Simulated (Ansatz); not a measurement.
Response to strain in InN

Take InN in the zinc blende structure (space group F-43m, No. 216; a = 5.000 Å) as the base. Axes: x, y, z lie along the cube axes.

Strains are applied to the cell and any free atomic positions relax; under biaxial strain the out-of-plane vector relaxes too; under stress the whole cell relaxes.

Level of theory: Ansatz (an electronic-structure program), r2SCAN, PAW, cutoff 500 eV, no spin-orbit coupling, earlier PAW set.

Notes on the quantities. energy relative to the base: free energy F; pressure: mean of the normal stresses, compression positive.

| change | space group | energy relative to the base | volume per atom | pressure |
|---|---|---|---|---|
| base | F-43m (No. 216) | 0 meV/atom | 15.62 Å³ | 0.0 GPa |
| biaxial strain −1.43 %, plane normal [001], relaxed out of plane | I-4m2 (No. 119) | +2.8 meV/atom | 15.47 Å³ | 1.4 GPa |
| biaxial strain +2.40 %, plane normal [110], relaxed out of plane | Imm2 (No. 44) | +14 meV/atom | 16.10 Å³ | -4.0 GPa |
| uniaxial strain ε_xx = −5.62 % | I-4m2 (No. 119) | +28 meV/atom | 14.75 Å³ | 8.9 GPa |
| uniaxial strain ε_zz = −0.99 % | I-4m2 (No. 119) | +0.9 meV/atom | 15.47 Å³ | 1.4 GPa |
| tensor shear ε_xy = +1.30 % | Imm2 (No. 44) | +2.8 meV/atom | 15.62 Å³ | 0.0 GPa |
| tensor shear ε_xz = +0.63 % | Imm2 (No. 44) | +0.6 meV/atom | 15.62 Å³ | 0.0 GPa |
| uniaxial stress, 1 GPa tension along z | I-4m2 (No. 119) | +0.6 meV/atom | 15.66 Å³ | – |
| tensor shear ε_xz = +0.32 % | Imm2 (No. 44) | +0.2 meV/atom | 15.62 Å³ | 0.0 GPa |
| uniaxial stress, 2 GPa compression along z | I-4m2 (No. 119) | +2.8 meV/atom | ___ | – |

Q: What belongs in the blanks?

A: 
- uniaxial stress, 2 GPa compression along z, volume per atom: 15.54 Å³

A biaxial case was relaxed in a doubled cell and then solved in the primitive one. The mesh was chosen for an insulator and is coarse for the gapless case. Stability under load was not tested beyond the relaxation. The final runs are not spin-polarised. This is not the structure that InN has at room temperature and ambient pressure.
